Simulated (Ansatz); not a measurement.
# SiNi3: the cost of one run

Program: Ansatz 0.2.0. Level of theory: DFT PBEsol, scalar-relativistic, plane waves, PAW. These are calculated values, not measurements.

2 further runs of the same task are left out: 2 set aside as unsound or not needed. Runs told in other sessions of the task aren't counted.

**1. Starting point**

Symmetry: Pm-3m, No. 221, cubic system. Conventional cell: a = 3.461 Å, b = 3.461 Å, c = 3.461 Å, α = 90.00°, β = 90.00°, γ = 90.00°. Si (site symmetry m-3m) has 12 Ni at 2.45 Å in its first shell of neighbours. Ni (site symmetry 4/mmm) has 4 Si at 2.45 Å and 8 Ni at 2.45 Å in its first shell of neighbours.

As a file:

```xyz
4
Lattice="3.4612 0.0000 0.0000 0.0000 3.4612 0.0000 0.0000 0.0000 3.4612" Properties=species:S:1:pos:R:3 pbc="T T T"
Si    0.0000    0.0000    0.0000
Ni    0.0000    1.7306    1.7306
Ni    1.7306    0.0000    1.7306
Ni    1.7306    1.7306    0.0000
```

This cell was relaxed beforehand with the same method: volume 10.37 Å³/atom, gap on the mesh none (metal).

**2. Zero of the scan**

The input, input.yaml:

```yaml
crystal:
  lattice:
    - [3.4612457436, 0.0, 0.0]
    - [0.0, 3.4612457436, 0.0]
    - [0.0, 0.0, 3.4612457436]
  atoms:
    - { symbol: Si, position: [0.0, 0.0, 0.0] }
    - { symbol: Ni, position: [0.0, 0.5, 0.5] }
    - { symbol: Ni, position: [0.5, 0.0, 0.5] }
    - { symbol: Ni, position: [0.5, 0.5, 0.0] }
basis:
  ecutwfc: 420
kpoints:
  mp_grid: { grid: [16, 16, 16] }
hamiltonian:
  xc: pbesol
scf:
  occupations: { method: gaussian, width: 0.15 }
output:
  forces: true
  stress: true
  eigenvalues: true
  write_density: true
  write_potential: true
  elf: true
  volumetric_format: npy
```

Run with:

```bash
> ansatz run input.yaml --threads 1 --pin off --max-ram 2560MiB --backend cpu --events-out ev --progress --plain --runs-dir out
```

Q: Estimate wall time and peak memory on 1 thread of Intel Xeon Platinum 8259CL at 2.50GHz (Skylake/Cascade Lake), shared host.

About 15 s, with a peak of 0.5 GiB.
